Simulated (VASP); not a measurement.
# BaS (Fm-3m) in VASP: further runs

One crystal, BaS, is run at these levels: PBEsol; tasks: single point.

Everything below comes from runs of VASP 6.6.1. Logs are shortened: lines on timing, memory, paths and dates and some standing lists are left out, and cuts for length are marked.

**The experiment to reproduce.**

From a printed reference work, monograph, original work of 1988, for a bulk crystal of BaS at 2 K: band gap 3.806 eV (indirect).

The runs below are set against these values where they give the same quantity.

**1. The structure**

The structure is cubic, space group Fm-3m (No. 225). Conventional cell: a = 6.333 Å, b = 6.333 Å, c = 6.333 Å, α = 90.00°, β = 90.00°, γ = 90.00°. Ba (site symmetry m-3m) has 6 S at 3.17 Å as nearest neighbours. S (site symmetry m-3m) has 6 Ba at 3.17 Å as nearest neighbours.

**2. Single point, PBEsol (one atom moved)**

The input, INCAR:

```
SYSTEM = BaS
ALGO = Fast
EDIFF = 1E-6
ENCUT = 520
GGA = PS
ISIF = 2
ISMEAR = 0
LASPH = .TRUE.
LCHARG = .FALSE.
LREAL = .FALSE.
LWAVE = .FALSE.
NBANDS = 15
NELM = 100
PREC = Accurate
SIGMA = 0.02
```

The input, KPOINTS:

```
k-points
0
G
  8 8 8
  0 0 0
```

The input, POSCAR:

```
BaS
1.0
    0.0000000000      3.1937500000      3.1937500000
    3.1937500000      0.0000000000      3.1937500000
    3.1937500000      3.1937500000      0.0000000000
Ba S
1 1
Direct
    0.0070450098      0.0070450098     -0.0070450098
    0.5000000000      0.5000000000      0.5000000000
```

Potentials or basis: VASP PAW PBE potentials, release 64 (Ba_sv, S).

Command:

```sh
$ cat potpaw_PBE.64/Ba_sv/POTCAR potpaw_PBE.64/S/POTCAR > POTCAR
$ mpirun -np 1 vasp_std > vasp.out
```

OUTCAR:

```text
SYSTEM = BaS
   EDIFF = 1E-6
   ENCUT = 520
   GGA = PS
   ISIF = 2
   ISMEAR = 0
   LASPH = .TRUE.
   LREAL = .FALSE.
   NELM = 100
   PREC = Accurate

 ion  position               nearest neighbor table
   1  0.007  0.007  0.993-   2 3.15   2 3.19   2 3.19   2 3.19   2 3.19   2 3.24
   2  0.500  0.500  0.500-   1 3.15   1 3.19   1 3.19   1 3.19   1 3.19   1 3.24

  LATTYP: Found a face centered cubic cell.
 ALAT       =     6.3875000000

  Lattice vectors:

 A1 = (   0.0000000000,   3.1937500000,   3.1937500000)
 A2 = (   3.1937500000,   0.0000000000,   3.1937500000)
 A3 = (   3.1937500000,   3.1937500000,   0.0000000000)

Analysis of symmetry for initial positions (statically):
=====================================================================
 Subroutine PRICEL returns:
 Original cell was already a primitive cell.

 Routine SETGRP: Setting up the symmetry group for a
 face centered cubic supercell.

 Subroutine GETGRP returns: Found  8 space group operations
 (whereof  8 operations were pure point group operations)
 out of a pool of 48 trial point group operations.

The static configuration has the point symmetry C_4v.

Analysis of symmetry for dynamics (positions and initial velocities):
=====================================================================
 Subroutine PRICEL returns:
 Original cell was already a primitive cell.

 Routine SETGRP: Setting up the symmetry group for a
 face centered cubic supercell.

 Subroutine GETGRP returns: Found  8 space group operations
 (whereof  8 operations were pure point group operations)
 out of a pool of 48 trial point group operations.

The dynamic configuration has the point symmetry C_4v.

 Subroutine INISYM returns: Found  8 space group operations
 (whereof  8 operations are pure point group operations),
 and found     1 'primitive' translations

----------------------------------------------------------------------------------------

                                     Primitive cell

  volume of cell :      65.1527

  direct lattice vectors                    reciprocal lattice vectors
     0.000000000  3.193750000  3.193750000    -0.156555773  0.156555773  0.156555773
     3.193750000  0.000000000  3.193750000     0.156555773 -0.156555773  0.156555773
     3.193750000  3.193750000  0.000000000     0.156555773  0.156555773 -0.156555773

  length of vectors
     4.516644565  4.516644565  4.516644565     0.271162553  0.271162553  0.271162553

  position of ions in fractional coordinates (direct lattice)
     0.007045010  0.007045010  0.992954990
     0.500000000  0.500000000  0.500000000

  ion indices of the primitive-cell ions
   primitive index   ion index
                 1           1
                 2           2

----------------------------------------------------------------------------------------

 KPOINTS: k-points

Automatic generation of k-mesh.
 Grid dimensions read from file:
 generate k-points for:    8    8    8

 Generating k-lattice:

  Cartesian coordinates                     Fractional coordinates (reciprocal lattice)
    -0.019569472  0.019569472  0.019569472     0.125000000  0.000000000  0.000000000
     0.019569472 -0.019569472  0.019569472     0.000000000  0.125000000  0.000000000
     0.019569472  0.019569472 -0.019569472     0.000000000  0.000000000  0.125000000

  Length of vectors
     0.033895319  0.033895319  0.033895319

  Shift w.r.t. Gamma in fractional coordinates (k-lattice)
     0.000000000  0.000000000  0.000000000

 Subroutine IBZKPT returns following result:
 ===========================================

 Found     59 irreducible k-points:

 Following reciprocal coordinates:
            Coordinates               Weight
  0.000000  0.000000  0.000000      1.000000
  0.125000  0.000000  0.000000      8.000000
  0.250000  0.000000  0.000000      8.000000
  0.375000  0.000000  0.000000      8.000000
  0.500000  0.000000  0.000000      4.000000
  0.125000  0.125000  0.000000      2.000000
[... 16 lines left out ...]
  0.000000  0.375000  0.250000     16.000000
  0.500000  0.250000  0.000000      8.000000
 [... further k-points ...]
   k-points           NKPTS =     59   k-points in BZ     NKDIM =     59   number of bands    NBANDS=     15
   number of dos      NEDOS =    301   number of ions     NIONS =      2
   total plane-waves  NPLWV =  46656
   dimension x,y,z NGX =    36 NGY =   36 NGZ =   36
   dimension x,y,z NGXF=    72 NGYF=   72 NGZF=   72
   ions per type =               1   1
   NGX,Y,Z   is equivalent  to a cutoff of  13.25, 13.25, 13.25 a.u.
   NGXF,Y,Z  is equivalent  to a cutoff of  26.50, 26.50, 26.50 a.u.
 SYSTEM =  BaS
   PREC   = accura    normal or accurate (medium, high low for compatibility)
   ISTART =      0    job   : 0-new  1-cont  2-samecut
   ICHARG =      2    charge: 1-file 2-atom 10-const
   ISPIN  =      1    spin polarized calculation?
   LNONCOLLINEAR =      F non collinear calculations
   LSORBIT =      F    spin-orbit coupling
   LASPH  =      T    aspherical Exc in radial PAW
   ENCUT  =  520.0 eV  38.22 Ry    6.18 a.u.   8.40  8.40  8.40*2*pi/ulx,y,z
   NELM   =    100;   NELMIN=  2; NELMDL= -5     # of ELM steps
   EDIFF  = 0.1E-05   stopping-criterion for ELM
   LREAL  =      F    real-space projection
   EDIFFG = 0.1E-04   stopping-criterion for IOM
   NSW    =      0    number of steps for IOM
   IBRION =     -1    ionic relax: 0-MD 1-quasi-New 2-CG
   NFREE  =      0    steps in history (QN), initial steepest desc. (CG)
   ISIF   =      2    stress and relaxation
   ISYM   =      2    0-nonsym 1-usesym 2-fastsym
   POTIM  = 0.5000    time-step for ionic-motion
   TEBEG  =    0.0;   TEEND  =   0.0 temperature during run
   PSTRESS=    0.0 pullay stress
   NELECT =      16.0000    total number of electrons
   NUPDOWN=      -1.0000    fix difference up-down
   EMIN   =  10.00;   EMAX   =-10.00  energy-range for DOS
   EFERMI =   0.00;   METHOD = LEGACY
   ISMEAR =     0;   SIGMA  =   0.02  broadening in eV -4-tet -1-fermi 0-gaus
   EFERMI_NEDOS =   21; number of points for ismear=-14 and -15
   IALGO  =     68    algorithm
   IMIX   =      4    mixing-type and parameters
     AMIX     =   0.40;   BMIX     =  1.00
     AMIX_MAG =   1.60;   BMIX_MAG =  1.00
  volume/ion in A,a.u.               =      32.58       219.84
  Fermi-wavevector in a.u.,A,eV,Ry     =   1.025189  1.937326 14.299891  1.051012
  Thomas-Fermi vector in A             =   2.159016
   LORBIT       =      0    0 simple, 1 ext, 2 COOP (PROOUT), +10 PAW based schemes
   GGA     = PS    functional components
   LHFCALC =     F    Hartree Fock is set to
   AEXX    =    0.0000 exact exchange contribution
   IVDW    =     0    specifies the selected vdW correction
   LEPSILON=     F    determine dielectric tensor
   LRPA    =     F    only Hartree local field effects (RPA)
 non-spin polarized calculation
 RMM-DIIS sequential band-by-band and
 Gauss-broadening in eV      SIGMA  =   0.02
  energy-cutoff  :      520.00
  volume of cell :       65.15
 maximum number of plane-waves:      1807
 NGX is ok and might be reduce to    36
   NGX = 17   NGY = 17   NGZ = 17

 number of electron      16.0000000 magnetization

 Free energy of the ion-electron system (eV)
  ---------------------------------------------------
  ext. energy  EPLUGINS =         0.00000000
  ---------------------------------------------------
  free energy    TOTEN  =       -10.71611351 eV

  energy without entropy =      -10.71611351  energy(sigma->0) =      -10.71611351

 E-fermi :   1.4688     XC(G=0):  -8.8226

 val. band max:        1.3385167696   @ k =   0.0000   0.0000   0.0000
 cond. band min:       3.3246095971   @ k =   0.5000   0.5000   0.0000
 fundamental gap:      1.9860928274
 Fermi energy:         1.4687964799

 k-point     1 :       0.0000    0.0000    0.0000
  band No.  band energies     occupation
      1     -24.6929      2.00000
      2      -9.7393      2.00000
      3      -9.7351      2.00000
      4      -9.7351      2.00000
      5      -9.0080      2.00000
      6       1.3379      2.00000
      7       1.3379      2.00000
      8       1.3385      2.00000
      9       4.7498      0.00000
     10       5.1275      0.00000
     11       5.1314      0.00000
     12       5.1314      0.00000
     13       6.0803      0.00000
     14       6.0878      0.00000
     15       9.8523      0.00000

 k-point     2 :       0.1250    0.0000    0.0000
  band No.  band energies     occupation
      1     -24.6863      2.00000
      2     -10.0550      2.00000
      3      -9.7419      2.00000
      4      -9.7411      2.00000
      5      -8.6778      2.00000
      6       0.9080      2.00000
      7       1.1235      2.00000
      8       1.1268      2.00000
      9       5.0936      0.00000
     10       5.3534      0.00000
     11       5.3645      0.00000
     12       5.4054      0.00000
     13       6.5425      0.00000
     14       6.5502      0.00000
     15      10.4905      0.00000

 k-point     3 :       0.2500    0.0000    0.0000
  band No.  band energies     occupation
      1     -24.6701      2.00000
      2     -10.4920      2.00000
      3      -9.7561      2.00000
      4      -9.7553      2.00000
      5      -8.2063      2.00000
      6       0.1492      2.00000
      7       0.7007      2.00000
      8       0.7030      2.00000
      9       5.3303      0.00000
     10       6.0208      0.00000
     11       6.0211      0.00000
     12       6.5794      0.00000
     13       7.6929      0.00000
     14       7.6996      0.00000
     15      11.7958      0.00000
[... 343 lines left out ...]
 k-point    23 :       0.0000    0.3750    0.2500
  band No.  band energies     occupation
      1     -24.6502      2.00000
      2     -10.4681      2.00000
      3      -9.8777      2.00000
      4      -9.8616      2.00000
      5      -8.3535      2.00000
      6       0.0629      2.00000
      7       0.9009      2.00000
      8       1.0039      2.00000
      9       4.0533      0.00000
     10       6.6435      0.00000
     11       7.1950      0.00000
     12       7.7301      0.00000
     13       7.8188      0.00000
     14       9.8878      0.00000
     15      11.0139      0.00000

 k-point    24 :       0.5000    0.2500    0.0000
  band No.  band energies     occupation
      1     -24.6404      2.00000
      2     -10.5839      2.00000
      3      -9.9573      2.00000
      4      -9.8552      2.00000
      5      -8.2266      2.00000
      6       0.1103      2.00000
      7       0.5743      2.00000
      8       0.6840      2.00000
      9       4.6726      0.00000
     10       7.2101      0.00000
     11       8.0789      0.00000
     12       8.1498      0.00000
     13       8.4098      0.00000
     14       9.6943      0.00000
     15      10.0549      0.00000

 [... further k-points ...]

------------------------ aborting loop because EDIFF is reached ----------------------------------------

  FORCE on cell =-STRESS in cart. coord.  units (eV):
  Direction    XX          YY          ZZ          XY          YZ          ZX
  --------------------------------------------------------------------------------------
  -------------------------------------------------------------------------------------
  Total       -0.2181349     -0.2181349     -0.1801200      0.0000000      0.0000000      0.0000000
  in kB       -5.3641747     -5.3641747     -4.4293466      0.0000000      0.0000000      0.0000000
  external PRESSURE =      -5.0525653 kB  Pullay stress =       0.0000000 kB

 VOLUME and BASIS-vectors are now :
 -----------------------------------------------------------------------------
  energy-cutoff  :      520.00
  volume of cell :       65.15
      direct lattice vectors                 reciprocal lattice vectors
     0.000000000  3.193750000  3.193750000    -0.156555773  0.156555773  0.156555773
     3.193750000  0.000000000  3.193750000     0.156555773 -0.156555773  0.156555773
     3.193750000  3.193750000  0.000000000     0.156555773  0.156555773 -0.156555773

 POSITION                                       TOTAL-FORCE (eV/Angst)
 -----------------------------------------------------------------------------------
      3.19375      3.19375      0.04500         0.000000      0.000000     -0.088365
      3.19375      3.19375      3.19375         0.000000      0.000000      0.088365
 -----------------------------------------------------------------------------------
    total drift:                                0.000000      0.000000     -0.000080

  FREE ENERGIE OF THE ION-ELECTRON SYSTEM (eV)
  ---------------------------------------------------
  free  energy   TOTEN  =       -10.7161135127 eV

  energy  without entropy=      -10.7161135127  energy(sigma->0) =      -10.71611351
```

Wall time 28 s (1 thread of Intel Xeon 6975P-C (Granite Rapids), shared host); peak memory 0.24 GiB.

What came out:

```
Free energy            : -10.7161 eV
Pressure               : -0.5 GPa
Largest force          : 0.088 eV/Å
Band gap on the k mesh : 1.99 eV, indirect (least direct gap 2.12 eV)
```

Forces in eV/Å, atoms in the order of the input:
```
Ba   0.000  0.000 -0.088
S    0.000  0.000  0.088
```

Caveat: the PAW data sets were made with another functional, which shifts forces and pressure a little; spin-orbit coupling is left out, which moves the levels of the heavy elements.

**3. Single point, PBEsol (strained and moved within a subgroup)**

The input, INCAR:

```
PREC = Accurate
ENCUT = 520
EDIFF = 1E-6
ISMEAR = 0
SIGMA = 0.02
LREAL = False
LASPH = True
NELM = 100
ALGO = Normal
ISIF = 2
LWAVE = False
LCHARG = True
GGA = PS
LELF = True
LVHAR = True
NBANDS = 15
```

The input, KPOINTS:

```
regular mesh
0
Gamma
  8 8 8
```

The input, POSCAR:

```
BaS
1.0
    0.0000000000      3.2415604375      3.2415604375
    3.1138104375      0.1277500000      3.1138104375
    3.2415604375      3.2415604375      0.0000000000
Ba S
1 1
Direct
    0.0135581277     -0.0406743830      0.0135581277
    0.4864418723      0.5406743830      0.4864418723
```

Potentials or basis: VASP PAW PBE potentials, release 64 (Ba_sv, S).

Command:

```sh
$ cat potpaw_PBE.64/Ba_sv/POTCAR potpaw_PBE.64/S/POTCAR > POTCAR
$ mpirun -np 1 vasp_std > vasp.out
```

OUTCAR:

```text
PREC = Accurate
   ENCUT = 520
   EDIFF = 1E-6
   ISMEAR = 0
   LREAL = False
   LASPH = True
   NELM = 100
   ISIF = 2
   GGA = PS

 ion  position               nearest neighbor table
   1  0.014  0.959  0.014-   2 3.03   2 3.03   2 3.03   2 3.35   2 3.35   2 3.35
   2  0.486  0.541  0.486-   1 3.03   1 3.03   1 3.03   1 3.35   1 3.35   1 3.35

  LATTYP: Found a trigonal (rhomboedric) cell.
 ALAT       =     4.4054456011
 COS(alpha) =     0.4585871481

  Lattice vectors:

 A1 = (  -0.1277500000,  -3.1138104375,   3.1138104375)
 A2 = (   3.1138104375,  -3.1138104375,  -0.1277500000)
 A3 = (   3.1138104375,   0.1277500000,   3.1138104375)

Analysis of symmetry for initial positions (statically):
=====================================================================
 Subroutine PRICEL returns:
 Original cell was already a primitive cell.

 Routine SETGRP: Setting up the symmetry group for a
 trigonal (rhombohedral) supercell.

 Subroutine GETGRP returns: Found  6 space group operations
 (whereof  6 operations were pure point group operations)
 out of a pool of 12 trial point group operations.

The static configuration has the point symmetry C_3v.

[... 177 lines left out ...]
      7       1.2750      2.00000
      8       1.3983      2.00000
      9       4.8241      0.00000
     10       5.0678      0.00000
     11       5.0678      0.00000
     12       5.9457      0.00000
     13       6.4052      0.00000
     14       6.4052      0.00000
[... 401 lines left out ...]
      2     -10.4284      2.00000
      3      -9.7665      2.00000
      4      -9.7559      2.00000
      5      -8.2219      2.00000
      6       0.0924      2.00000
      7       0.9045      2.00000
      8       0.9506      2.00000
      9       4.2299      0.00000
     10       6.8734      0.00000
     11       7.3641      0.00000
     12       7.9685      0.00000
     13       8.0891      0.00000
     14      10.0810      0.00000
     15      11.2377      0.00000

 [... further k-points ...]

------------------------ aborting loop because EDIFF is reached ----------------------------------------

  FORCE on cell =-STRESS in cart. coord.  units (eV):
  Direction    XX          YY          ZZ          XY          YZ          ZX
  --------------------------------------------------------------------------------------
  -------------------------------------------------------------------------------------
  Total        0.3403586      0.3403586      0.3403586     -0.1265242     -0.1265242      0.1265242
  in kB        8.5078213      8.5078213      8.5078213     -3.1626793     -3.1626793      3.1626793
  external PRESSURE =       8.5078213 kB  Pullay stress =       0.0000000 kB

 VOLUME and BASIS-vectors are now :
 -----------------------------------------------------------------------------
  energy-cutoff  :      520.00
  volume of cell :       64.10
      direct lattice vectors                 reciprocal lattice vectors
     0.000000000  3.241560438  3.241560438    -0.157477099  0.157477099  0.151016301
     3.113810438  0.127750000  3.113810438     0.163937896 -0.163937896  0.163937896
     3.241560438  3.241560438  0.000000000     0.151016301  0.157477099 -0.157477099

 POSITION                                       TOTAL-FORCE (eV/Angst)
 -----------------------------------------------------------------------------------
      3.03111      0.21045      3.03111         0.329853     -0.329853      0.329853
      3.26039      3.22273      3.26039        -0.329853      0.329853     -0.329853
 -----------------------------------------------------------------------------------
    total drift:                                0.000007     -0.000007      0.000007

  FREE ENERGIE OF THE ION-ELECTRON SYSTEM (eV)
  ---------------------------------------------------
  free  energy   TOTEN  =       -10.6218113562 eV

  energy  without entropy=      -10.6218113562  energy(sigma->0) =      -10.62181136
```

OSZICAR:

```text
N       E                     dE             d eps       ncg     rms          rms(c)
DAV:   1     0.811821196023E+02    0.81182E+02   -0.67526E+03  1950   0.924E+02
DAV:   2    -0.623334149682E+01   -0.87415E+02   -0.79051E+02  2611   0.172E+02
DAV:   3    -0.109692581599E+02   -0.47359E+01   -0.47053E+01  2738   0.413E+01
DAV:   4    -0.110709578199E+02   -0.10170E+00   -0.10168E+00  2596   0.595E+00
DAV:   5    -0.110729538709E+02   -0.19961E-02   -0.19960E-02  2683   0.705E-01    0.493E+00
DAV:   6    -0.106259297788E+02    0.44702E+00   -0.59564E-01  2328   0.472E+00    0.338E+00
DAV:   7    -0.106166356063E+02    0.92942E-02   -0.15271E-01  2576   0.218E+00    0.180E+00
DAV:   8    -0.106216231189E+02   -0.49875E-02   -0.18925E-02  2300   0.894E-01    0.182E-01
DAV:   9    -0.106213951986E+02    0.22792E-03   -0.28748E-03  2566   0.361E-01    0.114E-01
DAV:  10    -0.106218095500E+02   -0.41435E-03   -0.50504E-04  2209   0.158E-01    0.288E-02
DAV:  11    -0.106218101316E+02   -0.58166E-06   -0.61475E-05  2664   0.535E-02    0.113E-02
DAV:  12    -0.106218111695E+02   -0.10378E-05   -0.85802E-06  2287   0.164E-02    0.971E-03
DAV:  13    -0.106218113562E+02   -0.18674E-06   -0.51511E-07  1795   0.476E-03
   1 F= -.10621811E+02 E0= -.10621811E+02  d E =-.959755E-33
```

It took 27 s on 1 thread of Intel Xeon 6975P-C (Granite Rapids), shared host; peak memory 0.23 GiB.

What came out:

```yaml
Free_energy: -10.6218 eV
Pressure: 0.9 GPa
Largest_force: 0.571 eV/Å
Band_gap_on_the_k_mesh: 2.26 eV, indirect (least direct gap 2.43 eV)
```

Forces on the atoms (eV/Å):
```
Ba   0.330 -0.330  0.330
S   -0.330  0.330 -0.330
```

Levels at points of the mesh, in eV from the valence-band top:
| k point | band 5 | band 6 | band 7 | band 8 | band 9 | band 10 | band 11 | band 12 |
| --- | --- | --- | --- | --- | --- | --- | --- | --- |
| (0.00, 0.00, 0.00) | -10.26 | -0.12 | -0.12 | 0.00 | 3.43 | 3.67 | 3.67 | 4.55 |
| (0.50, 0.00, 0.00) | -8.95 | -1.99 | -1.12 | -0.84 | 5.04 | 5.57 | 5.84 | 6.83 |
| (0.00, 0.50, 0.00) | -9.12 | -1.97 | -1.30 | -1.30 | 5.25 | 6.19 | 6.57 | 6.57 |
| (0.50, 0.50, 0.00) | -10.05 | -0.51 | -0.24 | -0.17 | 2.26 | 5.90 | 6.01 | 7.02 |

Caveat: the PAW data sets were made with another functional, which shifts forces and pressure a little; spin-orbit coupling is left out, which moves the levels of the heavy elements.

[end of part 1 of 2]
